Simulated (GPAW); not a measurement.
The Cu K edge of atom 3 in CuI (Cmcm), with 2 Cu at 2.46 Å, 2 I at 2.58 Å and 1 I at 2.59 Å (5-fold, site symmetry m2m), was computed in 2 ways: full core hole (charged cell) and no core hole. Program and functional: GPAW, LDA, Gaussian full width 1.55 eV up to 4 eV, rising linearly to 3.5 eV at 25 eV; cells of 4 and 8 atoms (the run without a hole in the smaller).

Each run is counted from its own lowest empty level or Fermi level and scaled to a mean of 1 over its first 20 eV.

| E (eV) | run 1 | run 2 |
| --- | --- | --- |
| -2.0 | 0.00 | 0.00 |
| -1.4 | 0.00 | 0.00 |
| -0.8 | 0.00 | 0.00 |
| -0.2 | 0.02 | 0.02 |
| 0.4 | 0.09 | 0.14 |
| 1.0 | 0.26 | 0.49 |
| 1.6 | 0.48 | 0.99 |
| 2.2 | 0.72 | 1.25 |
| 2.8 | 1.01 | 1.25 |
| 3.4 | 1.20 | 1.29 |
| 4.0 | 1.21 | 1.32 |
| 4.6 | 1.14 | 1.14 |
| 5.2 | 1.00 | 0.93 |
| 5.8 | 0.89 | 0.90 |
| 6.4 | 0.90 | 1.01 |
| 7.0 | 0.97 | 1.12 |
| 7.6 | 1.02 | 1.11 |
| 8.2 | 1.05 | 1.03 |
| 8.8 | 1.10 | 1.00 |
| 9.4 | 1.21 | 1.06 |
| 10.0 | 1.34 | 1.14 |
| 10.6 | 1.38 | 1.16 |
| 11.2 | 1.23 | 1.10 |
| 11.8 | 0.99 | 1.02 |
| 12.4 | 0.84 | 0.96 |
| 13.0 | 0.85 | 0.95 |
| 13.6 | 0.99 | 0.97 |
| 14.2 | 1.17 | 0.98 |
| 14.8 | 1.30 | 0.99 |
| 15.4 | 1.36 | 1.00 |
| 16.0 | 1.35 | 1.02 |
| 16.6 | 1.26 | 1.02 |
| 17.2 | 1.12 | 1.02 |
| 17.8 | 0.99 | 0.99 |
| 18.4 | 0.89 | 0.94 |
| 19.0 | 0.84 | 0.88 |
| 19.6 | 0.86 | 0.84 |
| 20.2 | 0.93 | 0.83 |
| 20.8 | 1.05 | 0.88 |
| 21.4 | 1.18 | 0.96 |
| 22.0 | 1.28 | 1.04 |
| 22.6 | 1.31 | 1.08 |
| 23.2 | 1.26 | 1.06 |
| 23.8 | 1.15 | 0.98 |
| 24.4 | 1.02 | 0.89 |
| 25.0 | 0.90 | 0.81 |
| 25.6 | 0.82 | 0.75 |
| 26.2 | 0.80 | 0.74 |
| 26.8 | 0.82 | 0.77 |
| 27.4 | 0.88 | 0.82 |
| 28.0 | 0.96 | 0.89 |
| 28.6 | 1.04 | 0.96 |
| 29.2 | 1.10 | 1.00 |
| 29.8 | 1.13 | 1.02 |
| 30.4 | 1.12 | 0.99 |
| 31.0 | 1.08 | 0.95 |
| 31.6 | 1.04 | 0.89 |

Which run is which?

Run 1: no core hole (area from −2 to 6 eV 4.7, main maxima 3.8 eV (1.22), 10.4 eV (1.39), 15.6 eV (1.37) and 22.6 eV (1.31)). Run 2: full core hole (charged cell) (area from −2 to 6 eV 5.8, main maxima 3.8 eV (1.33), 7.2 eV (1.13), 10.4 eV (1.16) and 22.6 eV (1.08)). With each curve scaled to its own mean, the area from −2 to 6 eV with the hole is 5.8 against 4.7, and the centre of weight from −1 to 20 eV moves by -0.7 eV: the hole pulls the absorber's empty states down.

[Hosts, paths, dates, database ids (printed as entryN), source tags and the programs' standing remarks are cut or masked in the printed files.]

[Lists of maxima count a maximum above −3 eV only where it reaches 4 % of the highest in the window and stands out from its surroundings by 2 % of it (1.5 % where it reaches 55 %); shoulders and weaker maxima are passed over, and of the rest the first, up to two pre-edge ones and the few strongest are named.]
